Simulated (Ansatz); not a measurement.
Ge under strains and displacements

These are results of Ansatz, DFT PBE, scalar-relativistic, plane waves, PAW, not measurements.

Cutoff 420 eV; k points 12×12×12 on the computed 2-atom cell (Γ-centred); Gaussian smearing, width 0.10 eV; no spin polarisation.

Reference cell:

```yaml
crystal:
  lattice:
    - [0.00000, 2.82877, 2.82877]
    - [2.82877, 0.00000, 2.82877]
    - [2.82877, 2.82877, 0.00000]
  atoms:
    - { symbol: Ge, position: [0.50000, 0.50000, 0.50000] }
    - { symbol: Ge, position: [0.75000, 0.75000, 0.75000] }
```

Each variant moves atoms of this cell by the vectors given, if any (Å), and then applies a symmetric strain (tensor components, Cartesian axes). The reference cell isn't relaxed at this level. Energies are per atom at zero smearing, counted from the lowest variant. Pressure is positive in compression.

1. strain (xx yy zz yz xz xy, %) -2.36 -2.36 -4.67 0.01 0.01 -2.00; moves: Ge1 (0.002, 0.002, 0.100); Ge2 (-0.002, -0.002, -0.100)
2. no strain; moves: Ge2 (0.000, 0.225, 0.000)
3. strain (xx yy zz yz xz xy, %) 3.59 3.59 3.59 -1.00 -1.00 1.00; moves: Ge1 (-0.087, -0.087, 0.087); Ge2 (0.087, 0.087, -0.087)
4. strain (xx yy zz yz xz xy, %) -0.31 3.25 1.63 0.60 1.49 2.00; moves: Ge1 (0.060, 0.080, 0.008); Ge2 (-0.060, -0.080, -0.008)

(1) Order the variants by energy, lowest first.

(2) Order them by pressure, highest first.

## Answers

(1) 4 (0.0 meV/atom), 2 (58.9 meV/atom), 3 (151.9 meV/atom), 1 (211.6 meV/atom).

(2) 1 (15.53 GPa), 2 (5.28 GPa), 4 (1.36 GPa), 3 (-0.26 GPa).